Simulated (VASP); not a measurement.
Input of a VASP 6.6.1 run:

INCAR

```
SYSTEM = Te2Mo
PREC = Accurate
ENCUT = 600
EDIFF = 1E-7
ISMEAR = 0
SIGMA = 0.02
LREAL = .False.
LASPH = .True.
NELM = 60
ALGO = Fast
ISIF = 3
LWAVE = .False.
LCHARG = .False.
GGA = CA
IBRION = 2
NSW = 90
EDIFFG = -0.005
```

The input KPOINTS:

```
regular mesh
0
Gamma
  9 9 2
  0 0 0
```

The input POSCAR:

```
Te2Mo
1.0
    3.5656545600      0.0000000000      0.0000000000
   -1.7828272800      3.0879474300      0.0000000000
    0.0000000000      0.0000000000     14.6477784100
Te Mo
4 2
Direct
    0.3333333300      0.6666666700      0.6278226900
    0.6666666700      0.3333333300      0.1278226900
    0.6666666700      0.3333333300      0.3721773100
    0.3333333300      0.6666666700      0.8721773100
    0.3333333300      0.6666666700      0.2500000000
    0.6666666700      0.3333333300      0.7500000000
```

Potentials or basis: VASP PAW LDA potentials, release 64 (Te, Mo_sv).

The run is started by

```console
$ cat potpaw_LDA.64/Te/POTCAR potpaw_LDA.64/Mo_sv/POTCAR > POTCAR
$ mpirun -np 1 vasp_std > vasp.out
```

Q: Predict the relaxed cell.

A: a = 3.474 Å, b = 3.474 Å, c = 13.778 Å, α = 90.00°, β = 90.00°, γ = 120.00°.

Q: Predict the band gap on the k mesh.

A: 0.71 eV, indirect (least direct gap 1.10 eV).

Q: Estimate the space group after relaxing (to 0.05 Å).

A: P6_3/mmc (No. 194).

Q: What does it give for the relaxed volume?

A: 24.01 Å³/atom.

The path:
```csv
step,energy change (eV),largest force (eV/Å),pressure (GPa),volume (Å³)
1,0.0000,0.2648,-4.42,161.28
2,0.1403,1.5766,8.13,144.58
3,-0.1061,0.3963,-0.13,154.35
4,-0.1357,0.1656,-0.19,152.57
5,-0.1370,0.1089,-0.18,152.12
6,-0.1429,0.1333,0.01,151.28
7,-0.1577,0.2060,0.61,148.78
8,-0.1672,0.3538,2.09,143.83
9,-0.1681,0.3473,2.08,143.76
10,-0.1706,0.3286,2.02,143.55
11,-0.1750,0.2915,1.90,143.13
12,-0.1810,0.2160,1.69,142.29
13,-0.1807,0.0607,1.31,140.61
14,-0.1829,0.1393,1.49,141.42
15,-0.1859,0.1092,1.22,141.85
16,-0.1905,0.0377,0.58,142.90
17,-0.1898,0.1036,-0.63,145.00
18,-0.1918,0.0253,0.03,143.84
19,-0.1918,0.0221,0.06,143.79
20,-0.1919,0.0185,0.05,143.81
21,-0.1922,0.0085,0.04,143.89
22,-0.1923,0.0118,0.03,144.05
23,-0.1923,0.0051,0.03,144.00
24,-0.1923,0.0059,0.03,144.00
25,-0.1923,0.0017,0.01,144.03
```

Caveat: spin-orbit coupling is left out, which moves the levels of the heavy elements; an odd mesh through Γ misses points on the zone boundary, where band edges often lie.
